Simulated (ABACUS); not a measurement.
Crystal: Bi.

```
Bi
1.0
    -1.98143    1.98143    1.98143
     1.98143   -1.98143    1.98143
     1.98143    1.98143   -1.98143
Bi
1
Direct
  0.00000 0.00000 0.00000
```

This isn't the form of Bi at room conditions, which is rhombohedral.

```yaml
Program: ABACUS 3.10.1
Task: relaxation of cell and atoms
Functional: RPBE
Potentials_or_basis: PseudoDojo NC SR 0.4.1 PBE standard
Cutoff: 898 eV
Density_cutoff: 3592 eV
Basis: plane waves
k_mesh: 7 × 7 × 7
Occupations: fermi-dirac, width 0.05 eV
Spin: no spin polarisation
```

At the start: pressure 3.3 GPa; volume 31.12 Å³/atom.

Q: Where does the relaxation end?

A: Over 3 steps the energy falls by 17.7 meV/atom and the volume is 32.95 Å³/atom (+5.9 %); space group Im-3m (No. 229, to 0.05 Å).

The path:
| step | energy change (eV) | largest force (eV/Å) | pressure (GPa) | volume (Å³) |
| --- | --- | --- | --- | --- |
| 1 | 0.0000 | 0.0000 | 3.27 | 31.12 |
| 2 | -0.0109 | 0.0000 | -1.73 | 34.17 |
| 3 | -0.0177 | 0.0000 | -0.02 | 32.95 |

Final structure:
```xyz
1
Lattice="-2.0196 2.0196 2.0196 2.0196 -2.0196 2.0196 2.0196 2.0196 -2.0196" Properties=species:S:1:pos:R:3 pbc="T T T"
Bi    0.0000    0.0000    0.0000
```

Caveat: the potentials were made for another functional, which shifts forces and pressure.
